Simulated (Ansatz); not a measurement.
# Li2O: the cost of one run

Program: Ansatz 0.2.0. Level of theory: DFT r²SCAN, scalar-relativistic, plane waves, PAW (the target; the first runs use scalar-relativistic PBE). These are calculated values, not measurements.

### 1 The starting structure

Symmetry: Fm-3m, No. 225, cubic system. Conventional cell: a = 4.663 Å, b = 4.663 Å, c = 4.663 Å, α = 90.00°, β = 90.00°, γ = 90.00°. Li (site symmetry -43m) has 4 O at 2.02 Å as nearest neighbours. O (site symmetry m-3m) has 8 Li at 2.02 Å as nearest neighbours.

As a file:

```xyz
3
Lattice="0.0000 2.3314 2.3314 2.3314 0.0000 2.3314 2.3314 2.3314 0.0000" Properties=species:S:1:pos:R:3 pbc="T T T"
Li    1.1657    1.1657    1.1657
Li    3.4971    3.4971    3.4971
O     0.0000    0.0000    0.0000
```

### 2 The first run (PBE, 8×8×8 mesh)

input.yaml reads:

```yaml
crystal:
  lattice:
    - [0.0, 2.3313690113, 2.3313690113]
    - [2.3313690113, 0.0, 2.3313690113]
    - [2.3313690113, 2.3313690113, 0.0]
  atoms:
    - { symbol: Li, position: [0.25, 0.25, 0.25] }
    - { symbol: Li, position: [0.75, 0.75, 0.75] }
    - { symbol: O, position: [0.0, 0.0, 0.0] }
basis:
  ecutwfc: 420
  ecutrho_ratio: 4
kpoints:
  mp_grid: { grid: [8, 8, 8] }
hamiltonian:
  xc: pbe
scf:
  occupations: { method: gaussian, width: 0.05 }
output:
  forces: true
  stress: true
  eigenvalues: true
```

Launch:

```sh
$ ansatz run input.yaml --threads 4 --pin off --max-ram 7168MiB --backend cpu --events-out ev --progress --plain --runs-dir out
```

**Question.** How long does this run take on 4 threads of Intel Xeon at 2.50GHz (Skylake/Cascade Lake), shared host, and how much memory does it need?

About 3.8 s, with a peak of 0.28 GiB.
